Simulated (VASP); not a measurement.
## SiC (Moissanite 3C): band structure with PBE

**The experiment to reproduce.**

From “Insight into the structural, elastic and electronic properties of a new orthorhombic 6O-SiC polytype”, 2020, pmc:7200658, for a bulk crystal of SiC: band gap 2.4 eV (indirect).

Crystal: SiC (Moissanite 3C).

```
Si C
1.0
     0.00000    2.17900    2.17900
     2.17900    0.00000    2.17900
     2.17900    2.17900    0.00000
Si C
1 1
Direct
  0.00000 0.00000 0.00000
  0.75000 0.75000 0.75000
```

```json
{"Program": "VASP 6.6.1", "Task": "band structure", "Functional": "PBE", "Potentials or basis": "VASP PAW PBE potentials, release 64 (Si, C_h)", "Cutoff": "900 eV", "k mesh": "10 × 10 × 10", "Occupations": "fermi-dirac, width 0.05 eV", "Spin": "no spin polarisation", "Further INCAR settings": "ALGO = Fast; EDIFF = 1e-06"}
```

- Band gap on the k mesh: 1.36 eV, indirect (least direct gap 4.54 eV)
- Band gap along the path: 1.36 eV, indirect (least direct gap 4.54 eV)

Levels at the corners of the path, in eV from the valence-band top:
```tsv
point	band 2	band 3	band 4	band 5	band 6	band 7
Γ	0.00	0.00	0.00	6.24	7.31	7.31
X	-7.79	-3.18	-3.18	1.36	4.32	14.04
X	-7.79	-3.18	-3.18	1.36	4.32	14.04
W	-7.02	-4.99	-4.68	5.21	9.45	9.46
W	-7.02	-4.99	-4.68	5.21	9.45	9.46
K	-7.27	-5.54	-2.59	3.11	7.77	11.85
K	-7.27	-5.54	-2.59	3.11	7.77	11.85
Γ	0.00	0.00	0.00	6.24	7.31	7.31
Γ	0.00	0.00	0.00	6.24	7.31	7.31
L	-8.53	-1.05	-1.05	5.44	7.23	7.23
L	-8.53	-1.05	-1.05	5.44	7.23	7.23
U	-7.27	-5.54	-2.59	3.11	7.77	11.85
U	-7.27	-5.54	-2.59	3.11	7.77	11.85
W	-7.02	-4.99	-4.68	5.21	9.45	9.46
W	-7.02	-4.99	-4.68	5.21	9.45	9.46
L	-8.53	-1.05	-1.05	5.44	7.23	7.23
L	-8.53	-1.05	-1.05	5.44	7.23	7.23
K	-7.27	-5.54	-2.59	3.11	7.77	11.85
U	-7.27	-5.54	-2.59	3.11	7.77	11.85
X	-7.79	-3.18	-3.18	1.36	4.32	14.04
```

Run time: 37 s on 1 thread of Intel(R) Xeon(R) Platinum 8488C (Sapphire Rapids), with other jobs on the host, peak memory 0.19 GiB.

Measured gap of SiC: 2.4 eV (indirect; quoted in “Insight into the structural, elastic and electronic properties of a new orthorhombic 6O-SiC polytype”, 2020, pmc:7200658). This calculation gives 1.36 eV (-1.04 eV). The value is that of PBE, without temperature or zero-point motion. Semilocal functionals fall short of measured gaps as a rule.

Caveat: the log is that of the step along the path at fixed density, whose energy, stress, charges and moments have no meaning.
